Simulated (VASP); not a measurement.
# K (P4/mmm) in VASP: single point with r2SCAN+D4

Aim: the single point of K with r2SCAN+D4.

All numbers are computed with VASP 6.6.1; they aren't measurements. Logs are shortened: lines on timing, memory, paths and dates and some standing lists are left out, and cuts for length are marked.

## Step 1: Starting point

Symmetry: P4/mmm, No. 123, tetragonal system. The conventional cell has a = 10.080 Å, b = 10.080 Å, c = 4.325 Å, α = 90.00°, β = 90.00°, γ = 90.00°. Around K (site symmetry 4/mmm) lie 2 K at 4.32 Å.

This isn't the form of K at room conditions, which is bcc.

## Step 2: Single point, r2SCAN+D4

POSCAR

```
K
1.0
   10.0796060000      0.0000000000      0.0000000000
    0.0000000000     10.0796060000      0.0000000000
    0.0000000000      0.0000000000      4.3245980000
K
1
Direct
    0.0000000000      0.0000000000      0.0000000000
```

INCAR.step1

```
PREC = Accurate
ENCUT = 520
ISMEAR = 0
SIGMA = 0.3
LREAL = F
LASPH = T
NELM = 100
NBANDS = 10
GGA = PE
ALGO = Normal
EDIFF = 1E-4
LWAVE = T
LCHARG = F
```

INCAR.step2

```
PREC = Accurate
ENCUT = 520
EDIFF = 1E-6
ISMEAR = 0
SIGMA = 0.3
LREAL = F
LASPH = T
NELM = 100
ALGO = Normal
ISIF = 2
LWAVE = F
LCHARG = F
METAGGA = R2SCAN
LMIXTAU = T
IVDW = 13
VDW_S6 = 1.0
VDW_S8 = 0.6018749
VDW_A1 = 0.51559235
VDW_A2 = 5.77342911
NBANDS = 10
ISTART = 1
```

KPOINTS

```
Automatic mesh
0
Gamma
  2 2 3
```

Potentials or basis: VASP PAW PBE potentials, release 64 (K_sv).

The run is started by

```
cat potpaw_PBE.64/K_sv/POTCAR > POTCAR
cp INCAR.step1 INCAR
mpirun -np 1 vasp_std > vasp.out
cp INCAR.step2 INCAR
mpirun -np 1 vasp_std > vasp.out
```

OUTCAR:

```text
PREC = Accurate
   ENCUT = 520
   EDIFF = 1E-6
   ISMEAR = 0
   LREAL = F
   LASPH = T
   NELM = 100
   ISIF = 2
   METAGGA = R2SCAN
   IVDW = 13
   ISTART = 1

 ion  position               nearest neighbor table
   1  0.000  0.000  0.000-

  LATTYP: Found a simple tetragonal cell.
 ALAT       =    10.0796060000
 C/A-ratio  =     0.4290443496

  Lattice vectors:

 A1 = (  10.0796060000,   0.0000000000,   0.0000000000)
 A2 = (   0.0000000000,  10.0796060000,   0.0000000000)
 A3 = (   0.0000000000,   0.0000000000,   4.3245980000)

Analysis of symmetry for initial positions (statically):
=====================================================================
 Subroutine PRICEL returns:
 Original cell was already a primitive cell.

 Routine SETGRP: Setting up the symmetry group for a
 simple tetragonal supercell.

 Subroutine GETGRP returns: Found 16 space group operations
 (whereof 16 operations were pure point group operations)
 out of a pool of 16 trial point group operations.

The static configuration has the point symmetry D_4h.

Analysis of symmetry for dynamics (positions and initial velocities):
=====================================================================
 Subroutine PRICEL returns:
 Original cell was already a primitive cell.

 Routine SETGRP: Setting up the symmetry group for a
 simple tetragonal supercell.

 Subroutine GETGRP returns: Found 16 space group operations
 (whereof 16 operations were pure point group operations)
 out of a pool of 16 trial point group operations.

The dynamic configuration has the point symmetry D_4h.

 Subroutine INISYM returns: Found 16 space group operations
 (whereof 16 operations are pure point group operations),
 and found     1 'primitive' translations

----------------------------------------------------------------------------------------

                                     Primitive cell

  volume of cell :     439.3725

  direct lattice vectors                    reciprocal lattice vectors
    10.079606000  0.000000000  0.000000000     0.099210227  0.000000000  0.000000000
     0.000000000 10.079606000  0.000000000     0.000000000  0.099210227  0.000000000
     0.000000000  0.000000000  4.324598000     0.000000000  0.000000000  0.231235366

  length of vectors
    10.079606000 10.079606000  4.324598000     0.099210227  0.099210227  0.231235366

  position of ions in fractional coordinates (direct lattice)
     0.000000000  0.000000000  0.000000000

  ion indices of the primitive-cell ions
   primitive index   ion index
                 1           1

----------------------------------------------------------------------------------------

 KPOINTS: Automatic mesh

Automatic generation of k-mesh.
 Grid dimensions read from file:
 generate k-points for:    2    2    3

 Generating k-lattice:

  Cartesian coordinates                     Fractional coordinates (reciprocal lattice)
     0.049605114  0.000000000  0.000000000     0.500000000  0.000000000  0.000000000
     0.000000000  0.049605114  0.000000000     0.000000000  0.500000000  0.000000000
     0.000000000  0.000000000  0.077078455     0.000000000  0.000000000  0.333333333

  Length of vectors
     0.049605114  0.049605114  0.077078455

  Shift w.r.t. Gamma in fractional coordinates (k-lattice)
     0.000000000  0.000000000  0.000000000

 Subroutine IBZKPT returns following result:
 ===========================================

 Found      6 irreducible k-points:

 Following reciprocal coordinates:
            Coordinates               Weight
  0.000000  0.000000  0.000000      1.000000
  0.500000  0.000000  0.000000      2.000000
  0.500000  0.500000  0.000000      1.000000
  0.000000  0.000000  0.333333      2.000000
  0.500000  0.000000  0.333333      4.000000
  0.500000  0.500000  0.333333      2.000000
   k-points           NKPTS =      6   k-points in BZ     NKDIM =      6   number of bands    NBANDS=     10
   number of dos      NEDOS =    301   number of ions     NIONS =      1
   total plane-waves  NPLWV = 204800
   dimension x,y,z NGX =    80 NGY =   80 NGZ =   32
   dimension x,y,z NGXF=   160 NGYF=  160 NGZF=   64
   ions per type =               1
   NGX,Y,Z   is equivalent  to a cutoff of  13.19, 13.19, 12.30 a.u.
   NGXF,Y,Z  is equivalent  to a cutoff of  26.39, 26.39, 24.60 a.u.
 SYSTEM =  unknown system
   PREC   = accura    normal or accurate (medium, high low for compatibility)
   ISTART =      1    job   : 0-new  1-cont  2-samecut
   ICHARG =      0    charge: 1-file 2-atom 10-const
   ISPIN  =      1    spin polarized calculation?
   LNONCOLLINEAR =      F non collinear calculations
   LSORBIT =      F    spin-orbit coupling
   LASPH  =      T    aspherical Exc in radial PAW
   ENCUT  =  520.0 eV  38.22 Ry    6.18 a.u.  18.74 18.74  8.04*2*pi/ulx,y,z
   NELM   =    100;   NELMIN=  2; NELMDL=  0     # of ELM steps
   EDIFF  = 0.1E-05   stopping-criterion for ELM
   LREAL  =      F    real-space projection
   EDIFFG = 0.1E-04   stopping-criterion for IOM
   NSW    =      0    number of steps for IOM
   IBRION =     -1    ionic relax: 0-MD 1-quasi-New 2-CG
   NFREE  =      0    steps in history (QN), initial steepest desc. (CG)
   ISIF   =      2    stress and relaxation
   ISYM   =      2    0-nonsym 1-usesym 2-fastsym
   POTIM  = 0.5000    time-step for ionic-motion
   TEBEG  =    0.0;   TEEND  =   0.0 temperature during run
   PSTRESS=    0.0 pullay stress
   NELECT =       9.0000    total number of electrons
   NUPDOWN=      -1.0000    fix difference up-down
   EMIN   =  10.00;   EMAX   =-10.00  energy-range for DOS
   EFERMI =   0.00;   METHOD = LEGACY
   ISMEAR =     0;   SIGMA  =   0.30  broadening in eV -4-tet -1-fermi 0-gaus
   EFERMI_NEDOS =   21; number of points for ismear=-14 and -15
   IALGO  =     38    algorithm
   IMIX   =      4    mixing-type and parameters
     AMIX     =   0.40;   BMIX     =  1.00
     AMIX_MAG =   1.60;   BMIX_MAG =  1.00
  volume/ion in A,a.u.               =     439.37      2965.03
  Fermi-wavevector in a.u.,A,eV,Ry     =   0.447931  0.846467  2.729906  0.200642
  Thomas-Fermi vector in A             =   1.427117
   LORBIT       =      0    0 simple, 1 ext, 2 COOP (PROOUT), +10 PAW based schemes
   METAGGA = R2SCAN    functional components
   LHFCALC =     F    Hartree Fock is set to
   AEXX    =    0.0000 exact exchange contribution
   IVDW    =    13    specifies the selected vdW correction
   LEPSILON=     F    determine dielectric tensor
   LRPA    =     F    only Hartree local field effects (RPA)
 non-spin polarized calculation
 Gauss-broadening in eV      SIGMA  =   0.30
  energy-cutoff  :      520.00
  volume of cell :      439.37
 maximum number of plane-waves:     11852
 NGX is ok and might be reduce to    80
   NGX = 37   NGY = 37   NGZ = 17

 number of electron       9.0000000 magnetization

 Free energy of the ion-electron system (eV)
  ---------------------------------------------------
  ext. energy  EPLUGINS =         0.00000000
  ---------------------------------------------------
  free energy    TOTEN  =        -5.38967176 eV

  energy without entropy =       -5.30066878  energy(sigma->0) =       -5.34517027

 E-fermi :  -1.6358     XC(G=0):  -2.0487

 val. band max:       -2.5466562537   @ k =   0.5000   0.5000   0.0000
 cond. band min:      -1.5374882418   @ k =   0.0000   0.0000   0.3333
 fundamental gap:      1.0091680119
 Fermi energy:        -1.6357885379

 k-point     1 :       0.0000    0.0000    0.0000
  band No.  band energies     occupation
      1     -36.1378      2.00000
      2     -18.8511      2.00000
      3     -18.8511      2.00000
      4     -18.7614      2.00000
      5      -2.6274      2.00000
      6      -0.5563      0.00000
      7      -0.5563      0.00000
      8       0.1254      0.00000
      9       0.3509      0.00000
     10       1.0194      0.00000

 k-point     2 :       0.5000    0.0000    0.0000
  band No.  band energies     occupation
      1     -36.1378      2.00000
      2     -18.8511      2.00000
      3     -18.8511      2.00000
      4     -18.7614      2.00000
      5      -2.5860      1.99999
      6      -0.9519      0.00127
      7      -0.5061      0.00000
      8       0.3454      0.00000
      9       0.7143      0.00000
     10       1.1453      0.00000

 k-point     3 :       0.5000    0.5000    0.0000
  band No.  band energies     occupation
      1     -36.1378      2.00000
      2     -18.8511      2.00000
      3     -18.8511      2.00000
      4     -18.7614      2.00000
      5      -2.5467      1.99998
      6      -0.8750      0.00034
      7      -0.8750      0.00034
      8       0.1769      0.00000
      9       1.1152      0.00000
     10       1.2209      0.00000

 k-point     4 :       0.0000    0.0000    0.3333
  band No.  band energies     occupation
      1     -36.1347      2.00000
      2     -18.8448      2.00000
      3     -18.8448      2.00000
      4     -18.8233      2.00000
      5      -1.5375      0.64308
      6       0.1595      0.00000
      7       0.1595      0.00000
      8       0.8685      0.00000
      9       1.2784      0.00000
     10       1.6162      0.00000

 k-point     5 :       0.5000    0.0000    0.3333
  band No.  band energies     occupation
      1     -36.1347      2.00000
      2     -18.8448      2.00000
      3     -18.8448      2.00000
      4     -18.8233      2.00000
      5      -1.4903      0.49278
      6      -0.1367      0.00000
      7       0.1925      0.00000
      8       1.0120      0.00000
      9       1.5595      0.00000
     10       1.6218      0.00000

 k-point     6 :       0.5000    0.5000    0.3333
  band No.  band energies     occupation
      1     -36.1347      2.00000
      2     -18.8448      2.00000
      3     -18.8448      2.00000
      4     -18.8233      2.00000
      5      -1.4455      0.36977
      6      -0.0778      0.00000
      7      -0.0778      0.00000
      8       1.1059      0.00000
      9       1.1680      0.00000
     10       1.9590      0.00000

------------------------ aborting loop because EDIFF is reached ----------------------------------------

  DFT-D4 for vdW energy calculation

  Edisp (eV):   -0.00270

  FORCE on cell =-STRESS in cart. coord.  units (eV):
  Direction    XX          YY          ZZ          XY          YZ          ZX
  --------------------------------------------------------------------------------------
  -------------------------------------------------------------------------------------
  Total      -0.02767    -0.02767     0.28332     0.00000     0.00000     0.00000
  in kB      -0.10089    -0.10089     1.03312     0.00000     0.00000     0.00000
  external pressure =        0.28 kB  Pullay stress =        0.00 kB

 VOLUME and BASIS-vectors are now :
 -----------------------------------------------------------------------------
  energy-cutoff  :      520.00
  volume of cell :      439.37
      direct lattice vectors                 reciprocal lattice vectors
    10.079606000  0.000000000  0.000000000     0.099210227  0.000000000  0.000000000
     0.000000000 10.079606000  0.000000000     0.000000000  0.099210227  0.000000000
     0.000000000  0.000000000  4.324598000     0.000000000  0.000000000  0.231235366

 POSITION                                       TOTAL-FORCE (eV/Angst)
 -----------------------------------------------------------------------------------
      0.00000      0.00000      0.00000         0.000000      0.000000      0.000000
 -----------------------------------------------------------------------------------
    total drift:                                0.000000      0.000000      0.000000

  FREE ENERGIE OF THE ION-ELECTRON SYSTEM (eV)
  ---------------------------------------------------
  free  energy   TOTEN  =        -5.3923755063 eV

  energy  without entropy=       -5.3033725176  energy(sigma->0) =       -5.34787401
```

Wall time 1.8 min (1 thread of Intel Xeon 6975P-C (Granite Rapids), shared host); peak memory 0.49 GiB.

What came out:

* Free energy: -5.3924 eV
* Pressure: 0.0 GPa
* Band gap on the k mesh: none (metal or under the smearing width)
* Dispersion energy per atom: -0.003 eV

Stress tensor (GPa, compression positive):
```
-0.01  0.00  0.00
 0.00 -0.01  0.00
 0.00  0.00  0.10
```

Levels at points of the mesh, in eV from the Fermi level:
| k point | band 1 | band 2 | band 3 | band 4 | band 5 | band 6 | band 7 | band 8 |
| --- | --- | --- | --- | --- | --- | --- | --- | --- |
| (0.00, 0.00, 0.00) | -34.50 | -17.22 | -17.22 | -17.13 | -0.99 | 1.08 | 1.08 | 1.76 |
| (0.50, 0.00, 0.00) | -34.50 | -17.22 | -17.22 | -17.13 | -0.95 | 0.68 | 1.13 | 1.98 |
| (0.50, 0.50, 0.00) | -34.50 | -17.22 | -17.22 | -17.13 | -0.91 | 0.76 | 0.76 | 1.81 |

Caveat: the k mesh is coarse (spacing up to 0.48 Å⁻¹), so the values aren't converged; the PAW data sets were made with another functional, which shifts forces and pressure a little; pairwise dispersion overbinds metals, which lowers pressure and volume.
